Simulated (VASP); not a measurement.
# Mo (Im-3m) in VASP: a series of runs

The runs below take Mo through single point, with PBE.

All numbers are computed with VASP 6.6.1; they aren't measurements. Logs are shortened: lines on timing, memory, paths and dates and some standing lists are left out, and cuts for length are marked.

## Step 1: The undisturbed crystal

The structure is cubic, space group Im-3m (No. 229). Conventional cell: a = 3.168 Å, b = 3.168 Å, c = 3.168 Å, α = 90.00°, β = 90.00°, γ = 90.00°. Mo (site symmetry m-3m) has 8 Mo at 2.74 Å as nearest neighbours.

## Step 2: Single point, PBE (grid = ENCUT=460 dk=0.35 cell=2x2x2 ISMEAR=1 SIGMA=0.1 LREAL=Auto EDIFF=1e-06)

INCAR

```
PREC = Accurate ; ENCUT = 460
EDIFF = 1E-6 ; ISMEAR = 1
SIGMA = 0.1 ; LREAL = Auto
LASPH = T ; NELM = 120
ALGO = Fast ; ISIF = 2
LWAVE = F ; LCHARG = F
GGA = PE ; NBANDS = 64
```

KPOINTS

```
Automatic mesh
0
Gamma
  5 5 5
```

POSCAR

```
Mo
1.0
   -3.1676179438      3.1676179438      3.1676179438
    3.1676179438     -3.1676179438      3.1676179438
    3.1676179438      3.1676179438     -3.1676179438
Mo
8
Direct
    0.0000000000      0.0000000000      0.0000000000
    0.0000000000      0.0000000000      0.5000000000
    0.0000000000      0.5000000000      0.0000000000
    0.0000000000      0.5000000000      0.5000000000
    0.5000000000      0.0000000000      0.0000000000
    0.5000000000      0.0000000000      0.5000000000
    0.5000000000      0.5000000000      0.0000000000
    0.5000000000      0.5000000000      0.5000000000
```

Potentials or basis: VASP PAW PBE potentials, release 64 (Mo_sv).

The run is started by

```
> cat potpaw_PBE.64/Mo_sv/POTCAR > POTCAR
> mpirun -np 1 vasp_std > vasp.out
```

OUTCAR:

```text
PREC = Accurate
   ENCUT = 460
   EDIFF = 1E-6
   ISMEAR = 1
   LREAL = Auto
   LASPH = T
   NELM = 120
   ISIF = 2
   GGA = PE

 Found     10 irreducible k-points:

 Following reciprocal coordinates:
            Coordinates               Weight
  0.000000  0.000000  0.000000      1.000000
  0.200000  0.000000  0.000000     12.000000
  0.400000  0.000000  0.000000     12.000000
  0.200000  0.200000  0.000000     24.000000
  0.400000  0.200000  0.000000     24.000000
  0.200000  0.200000  0.200000      8.000000
   k-points           NKPTS =     10   k-points in BZ     NKDIM =     10   number of bands    NBANDS=     64
   number of dos      NEDOS =    301   number of ions     NIONS =      8
   total plane-waves  NPLWV =  64000
   dimension x,y,z NGX =    40 NGY =   40 NGZ =   40
   dimension x,y,z NGXF=    80 NGYF=   80 NGZF=   80
   ions per type =               8
   NGX,Y,Z   is equivalent  to a cutoff of  12.12, 12.12, 12.12 a.u.
   NGXF,Y,Z  is equivalent  to a cutoff of  24.24, 24.24, 24.24 a.u.
 SYSTEM =  unknown system
   PREC   = accura    normal or accurate (medium, high low for compatibility)
   ISTART =      0    job   : 0-new  1-cont  2-samecut
   ICHARG =      2    charge: 1-file 2-atom 10-const
   ISPIN  =      1    spin polarized calculation?
   LNONCOLLINEAR =      F non collinear calculations
   LSORBIT =      F    spin-orbit coupling
   LASPH  =      T    aspherical Exc in radial PAW
   ENCUT  =  460.0 eV  33.81 Ry    5.81 a.u.   9.59  9.59  9.59*2*pi/ulx,y,z
   NELM   =    120;   NELMIN=  2; NELMDL= -5     # of ELM steps
   EDIFF  = 0.1E-05   stopping-criterion for ELM
   LREAL  =      T    real-space projection
   EDIFFG = 0.1E-04   stopping-criterion for IOM
   NSW    =      0    number of steps for IOM
   IBRION =     -1    ionic relax: 0-MD 1-quasi-New 2-CG
   NFREE  =      0    steps in history (QN), initial steepest desc. (CG)
   ISIF   =      2    stress and relaxation
   ISYM   =      2    0-nonsym 1-usesym 2-fastsym
   POTIM  = 0.5000    time-step for ionic-motion
   TEBEG  =    0.0;   TEEND  =   0.0 temperature during run
   PSTRESS=    0.0 pullay stress
   NELECT =     112.0000    total number of electrons
   NUPDOWN=      -1.0000    fix difference up-down
   EMIN   =  10.00;   EMAX   =-10.00  energy-range for DOS
   EFERMI =   0.00;   METHOD = LEGACY
   ISMEAR =     1;   SIGMA  =   0.10  broadening in eV -4-tet -1-fermi 0-gaus
   EFERMI_NEDOS =   21; number of points for ismear=-14 and -15
   IALGO  =     68    algorithm
   IMIX   =      4    mixing-type and parameters
     AMIX     =   0.40;   BMIX     =  1.00
     AMIX_MAG =   1.60;   BMIX_MAG =  1.00
  volume/ion in A,a.u.               =      15.89       107.24
  Fermi-wavevector in a.u.,A,eV,Ry     =   1.569380  2.965698 33.510508  2.462953
  Thomas-Fermi vector in A             =   2.671271
   LORBIT       =      0    0 simple, 1 ext, 2 COOP (PROOUT), +10 PAW based schemes
   GGA     = PE    functional components
   LHFCALC =     F    Hartree Fock is set to
   AEXX    =    0.0000 exact exchange contribution
   IVDW    =     0    specifies the selected vdW correction
   LEPSILON=     F    determine dielectric tensor
   LRPA    =     F    only Hartree local field effects (RPA)
 non-spin polarized calculation
 RMM-DIIS sequential band-by-band and
 Methfessel and Paxton  Order N= 1 SIGMA  =   0.10
  energy-cutoff  :      460.00
  volume of cell :      127.13
 maximum number of plane-waves:      2899
 NGX is ok and might be reduce to    40
   NGX = 19   NGY = 19   NGZ = 19

 number of electron     112.0000039 magnetization

 Free energy of the ion-electron system (eV)
  ---------------------------------------------------
  ext. energy  EPLUGINS =         0.00000000
  ---------------------------------------------------
  free energy    TOTEN  =       -87.34429005 eV

  energy without entropy =      -87.34252889  energy(sigma->0) =      -87.34370300

 E-fermi :  12.4564     XC(G=0): -13.2932

 val. band max:       12.4355901698   @ k =  -0.4000   0.4000   0.2000
 cond. band min:      12.4649332639   @ k =  -0.4000   0.4000   0.4000
 fundamental gap:      0.0293430941
 Fermi energy:        12.4563756341

 k-point     1 :       0.0000    0.0000    0.0000
  band No.  band energies     occupation
      1     -48.9172      2.00000
      2     -48.6690      2.00000
      3     -48.6690      2.00000
      4     -48.6690      2.00000
      5     -48.6690      2.00000
      6     -48.6690      2.00000
[... 56 lines left out ...]
     63      14.0037     -0.00000
     64      14.0074     -0.00000

 k-point     2 :       0.2000    0.0000    0.0000
  band No.  band energies     occupation
      1     -48.8939      2.00000
      2     -48.6931      2.00000
      3     -48.6691      2.00000
      4     -48.6691      2.00000
      5     -48.6691      2.00000
      6     -48.6691      2.00000
[... 56 lines left out ...]
     63      13.9985     -0.00000
     64      14.0339     -0.00000

 k-point     3 :       0.4000    0.0000    0.0000
  band No.  band energies     occupation
      1     -48.8326      2.00000
      2     -48.7560      2.00000
      3     -48.6693      2.00000
      4     -48.6693      2.00000
      5     -48.6693      2.00000
      6     -48.6693      2.00000
[... 56 lines left out ...]
     63      13.6766     -0.00000
     64      13.6806     -0.00000

 k-point     4 :       0.2000    0.2000    0.0000
  band No.  band energies     occupation
      1     -48.8516      2.00000
      2     -48.7127      2.00000
      3     -48.7127      2.00000
      4     -48.6826      2.00000
      5     -48.6497      2.00000
      6     -48.6392      2.00000
[... 56 lines left out ...]
     63      13.8782     -0.00000
     64      14.1332     -0.00000

 k-point     5 :       0.4000    0.2000    0.0000
  band No.  band energies     occupation
      1     -48.7826      2.00000
      2     -48.7826      2.00000
      3     -48.7202      2.00000
      4     -48.6878      2.00000
      5     -48.6424      2.00000
      6     -48.6342      2.00000
[... 56 lines left out ...]
     63      13.8781     -0.00000
     64      13.8918     -0.00000

 k-point     6 :       0.2000    0.2000    0.2000
  band No.  band energies     occupation
      1     -48.7999      2.00000
      2     -48.7354      2.00000
      3     -48.7354      2.00000
      4     -48.7354      2.00000
      5     -48.6165      2.00000
      6     -48.6165      2.00000
[... 56 lines left out ...]
     63      13.8892     -0.00000
     64      13.9285     -0.00000

 [... further k-points ...]

------------------------ aborting loop because EDIFF is reached ----------------------------------------

  FORCE on cell =-STRESS in cart. coord.  units (eV):
  Direction    XX          YY          ZZ          XY          YZ          ZX
  --------------------------------------------------------------------------------------
  -------------------------------------------------------------------------------------
  Total       -1.4875221     -1.4875221     -1.4875221     -0.0000000      0.0000000     -0.0000000
  in kB      -18.7463034    -18.7463034    -18.7463034     -0.0000000      0.0000000     -0.0000000
  external PRESSURE =     -18.7463034 kB  Pullay stress =       0.0000000 kB

 VOLUME and BASIS-vectors are now :
 -----------------------------------------------------------------------------
  energy-cutoff  :      460.00
  volume of cell :      127.13
      direct lattice vectors                 reciprocal lattice vectors
    -3.167617944  3.167617944  3.167617944     0.000000000  0.157847319  0.157847319
     3.167617944 -3.167617944  3.167617944     0.157847319  0.000000000  0.157847319
     3.167617944  3.167617944 -3.167617944     0.157847319  0.157847319  0.000000000

 POSITION                                       TOTAL-FORCE (eV/Angst)
 -----------------------------------------------------------------------------------
      0.00000      0.00000      0.00000         0.000000     -0.000000     -0.000000
      1.58381      1.58381     -1.58381        -0.000000     -0.000000     -0.000000
      1.58381     -1.58381      1.58381         0.000000      0.000000      0.000000
      3.16762      0.00000      0.00000         0.000000     -0.000000     -0.000000
     -1.58381      1.58381      1.58381         0.000000      0.000000      0.000000
      0.00000      3.16762      0.00000        -0.000000     -0.000000      0.000000
      0.00000      0.00000      3.16762         0.000000     -0.000000      0.000000
      1.58381      1.58381      1.58381        -0.000000      0.000000      0.000000
 -----------------------------------------------------------------------------------
    total drift:                                0.000000     -0.000000      0.000000

  FREE ENERGIE OF THE ION-ELECTRON SYSTEM (eV)
  ---------------------------------------------------
  free  energy   TOTEN  =       -87.3442900466 eV

  energy  without entropy=      -87.3425288947  energy(sigma->0) =      -87.34370300
```

OSZICAR:

```text
N       E                     dE             d eps       ncg     rms          rms(c)
DAV:   1     0.136101658845E+04    0.13610E+04   -0.65292E+04  1288   0.169E+03
DAV:   2    -0.271115802106E+02   -0.13881E+04   -0.13534E+04  1360   0.558E+02
DAV:   3    -0.908978475068E+02   -0.63786E+02   -0.61187E+02  1744   0.996E+01
DAV:   4    -0.927364854685E+02   -0.18386E+01   -0.17889E+01  1568   0.127E+01
DAV:   5    -0.928049143635E+02   -0.68429E-01   -0.68189E-01  1528   0.209E+00    0.401E+01
RMM:   6    -0.878437592677E+02    0.49612E+01   -0.10208E+01  1285   0.156E+01    0.118E+01
RMM:   7    -0.873259777157E+02    0.51778E+00   -0.52690E+00  1350   0.877E+00    0.363E+00
RMM:   8    -0.873384129009E+02   -0.12435E-01   -0.52124E-01  1435   0.315E+00    0.131E+00
RMM:   9    -0.873417608816E+02   -0.33480E-02   -0.15594E-01  1593   0.105E+00    0.160E-01
RMM:  10    -0.873441236153E+02   -0.23627E-02   -0.25119E-02  1694   0.411E-01    0.165E-01
RMM:  11    -0.873442209925E+02   -0.97377E-04   -0.34283E-03  1629   0.161E-01    0.978E-02
RMM:  12    -0.873442065312E+02    0.14461E-04   -0.13869E-03  1497   0.126E-01    0.242E-02
RMM:  13    -0.873442617718E+02   -0.55241E-04   -0.53689E-04  1682   0.440E-02    0.897E-03
RMM:  14    -0.873442779102E+02   -0.16138E-04   -0.17017E-04  1405   0.193E-02    0.359E-03
RMM:  15    -0.873442841875E+02   -0.62773E-05   -0.79624E-05  1132   0.809E-03    0.236E-03
RMM:  16    -0.873442876694E+02   -0.34820E-05   -0.28226E-05   803   0.376E-03    0.515E-04
RMM:  17    -0.873442894869E+02   -0.18175E-05   -0.16614E-05   808   0.246E-03    0.471E-04
RMM:  18    -0.873442900466E+02   -0.55966E-06   -0.66123E-06   658   0.164E-03
   1 F= -.87344290E+02 E0= -.87343703E+02  d E =-.176115E-02
```

stdout:

```text
POSCAR found type information on POSCAR Mo
 POSCAR found :  1 types and       8 ions
 scaLAPACK will be used
 -----------------------------------------------------------------------------
|                                                                             |
|                                                                             |
|     You have a (more or less) 'small supercell' and for smaller cells       |
|     it is recommended to use the reciprocal-space projection scheme!        |
|     The real-space optimization is not efficient for small cells and it     |
|     is also less accurate ...                                               |
|     Therefore, set LREAL=.FALSE. in the INCAR file.                         |
|                                                                             |
 -----------------------------------------------------------------------------

 LDA part: xc-table for (Slater+PW92), standard interpolation
 POSCAR, INCAR and KPOINTS ok, starting setup
 FFT: planning ... GRIDC
 FFT: planning ... GRID_SOFT
 FFT: planning ... GRID
 WAVECAR not read
 entering main loop
```

Wall time 2.1 min (1 thread of Intel Xeon 6975P-C (Granite Rapids), shared host); peak memory 0.25 GiB.

The run converged, but some of its settings lie outside the range that counts as converged, so its numbers aren't taken as properties of the crystal.

Results:

* Free energy: -87.3443 eV
* Pressure: -1.9 GPa
* Band gap on the k mesh: none (metal or under the smearing width)

## Step 3: Single point, PBE (grid = ENCUT=520 dk=0.35 cell=2x2x2 ISMEAR=1 SIGMA=0.1 LREAL=Auto EDIFF=1e-06)

INCAR: that of step 2 with these lines changed.

```diff
@@ -1,2 +1,2 @@
-PREC = Accurate ; ENCUT = 460
+PREC = Accurate ; ENCUT = 520
 EDIFF = 1E-6 ; ISMEAR = 1
```

KPOINTS is that of step 2.

POSCAR is that of step 2.

Potentials or basis: VASP PAW PBE potentials, release 64 (Mo_sv).

The run is started by

```
> cat potpaw_PBE.64/Mo_sv/POTCAR > POTCAR
> mpirun -np 1 vasp_std > vasp.out
```

OUTCAR:

```text
PREC = Accurate
   ENCUT = 520
   EDIFF = 1E-6
   ISMEAR = 1
   LREAL = Auto
   LASPH = T
   NELM = 120
   ISIF = 2
   GGA = PE

 Found     10 irreducible k-points:

 Following reciprocal coordinates:
            Coordinates               Weight
  0.000000  0.000000  0.000000      1.000000
  0.200000  0.000000  0.000000     12.000000
  0.400000  0.000000  0.000000     12.000000
  0.200000  0.200000  0.000000     24.000000
[... 487 lines left out ...]
  -------------------------------------------------------------------------------------
  Total       -1.3843208     -1.3843208     -1.3843208      0.0000000     -0.0000000      0.0000000
  in kB      -17.4457218    -17.4457218    -17.4457218      0.0000000     -0.0000000      0.0000000
  external PRESSURE =     -17.4457218 kB  Pullay stress =       0.0000000 kB

 VOLUME and BASIS-vectors are now :
 -----------------------------------------------------------------------------
  energy-cutoff  :      520.00
  volume of cell :      127.13
      direct lattice vectors                 reciprocal lattice vectors
    -3.167617944  3.167617944  3.167617944     0.000000000  0.157847319  0.157847319
     3.167617944 -3.167617944  3.167617944     0.157847319  0.000000000  0.157847319
     3.167617944  3.167617944 -3.167617944     0.157847319  0.157847319  0.000000000

 POSITION                                       TOTAL-FORCE (eV/Angst)
 -----------------------------------------------------------------------------------
      0.00000      0.00000      0.00000         0.000000     -0.000000     -0.000000
      1.58381      1.58381     -1.58381         0.000000     -0.000000      0.000000
      1.58381     -1.58381      1.58381        -0.000000     -0.000000      0.000000
      3.16762      0.00000      0.00000        -0.000000     -0.000000      0.000000
     -1.58381      1.58381      1.58381         0.000000      0.000000     -0.000000
      0.00000      3.16762      0.00000        -0.000000      0.000000     -0.000000
      0.00000      0.00000      3.16762        -0.000000     -0.000000     -0.000000
      1.58381      1.58381      1.58381        -0.000000      0.000000     -0.000000
 -----------------------------------------------------------------------------------
    total drift:                               -0.000000     -0.000000      0.000000

  FREE ENERGIE OF THE ION-ELECTRON SYSTEM (eV)
  ---------------------------------------------------
  free  energy   TOTEN  =       -87.3461161665 eV

  energy  without entropy=      -87.3443408229  energy(sigma->0) =      -87.34552439
```

stdout:

```text
POSCAR found type information on POSCAR Mo
 POSCAR found :  1 types and       8 ions
 scaLAPACK will be used
 -----------------------------------------------------------------------------
|                                                                             |
|                                                                             |
|     You have a (more or less) 'small supercell' and for smaller cells       |
|     it is recommended to use the reciprocal-space projection scheme!        |
|     The real-space optimization is not efficient for small cells and it     |
|     is also less accurate ...                                               |
|     Therefore, set LREAL=.FALSE. in the INCAR file.                         |
|                                                                             |
 -----------------------------------------------------------------------------

 LDA part: xc-table for (Slater+PW92), standard interpolation
 POSCAR, INCAR and KPOINTS ok, starting setup
 FFT: planning ... GRIDC
 FFT: planning ... GRID_SOFT
 FFT: planning ... GRID
 WAVECAR not read
 entering main loop
```

Run time: 2.2 min. Hardware: 1 thread of Intel Xeon 6975P-C (Granite Rapids), shared host; peak memory 0.28 GiB.

These settings aren't checked as converged: the numbers below hold their error.

What came out:

| Item | Value |
| --- | --- |
| Free energy | -87.3461 eV |
| Pressure | -1.7 GPa |
| Band gap on the k mesh | none (metal or under the smearing width) |

## Step 4: The reference run

An earlier run on the cell as given: functional PBE; potentials or basis VASP PAW PBE potentials, release 64 (Mo_sv); cutoff 520 eV; k mesh 12 × 12 × 12; occupations fermi-dirac, width 0.05 eV; no spin polarisation.

- Pressure: -1.4 GPa
- Band gap on the k mesh: none (metal or under the smearing width)
